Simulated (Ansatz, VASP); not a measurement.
**Ge: VASP beside Ansatz**

```xyz
2
Lattice="-2.4861 2.4861 1.3649 2.4861 -2.4861 1.3649 2.4861 2.4861 -1.3649" Properties=species:S:1:pos:R:3 pbc="T T T"
Ge    0.0000    0.0000    0.0000
Ge    0.0000    2.4861    0.6825
```

Alike in both runs: functional PBEsol; k mesh 18 × 18 × 18; occupations gaussian, width 0.1 eV; no spin polarisation.

Ansatz relaxed the structure, and its values are those at the end. VASP's run is a single point on that final structure, the one shown.

|  | VASP | Ansatz |
| --- | --- | --- |
| version | VASP 6.6.1 | Ansatz 0.2.0 |
| potentials or method | VASP PAW PBE potentials, release 64 (Ge_d) | scalar-relativistic, plane waves, PAW |
| plane-wave cutoff (eV) | 520 | 500 |
| valence electrons in the cell | 28 | 28 |

|  | VASP | Ansatz | Ansatz less VASP |
| --- | --- | --- | --- |
| gap on the k mesh at the Fermi level (eV) | none | none | - |
| pressure (GPa) | 8.2 | 8.0 | -0.16 |

A gap of «none» marks a metal or a gap that the smearing closes. With one functional, cell and mesh, what is left measures potentials, basis and numerics.

Caveats: the PAW data sets were made with another functional, which shifts forces and pressure a little (VASP).
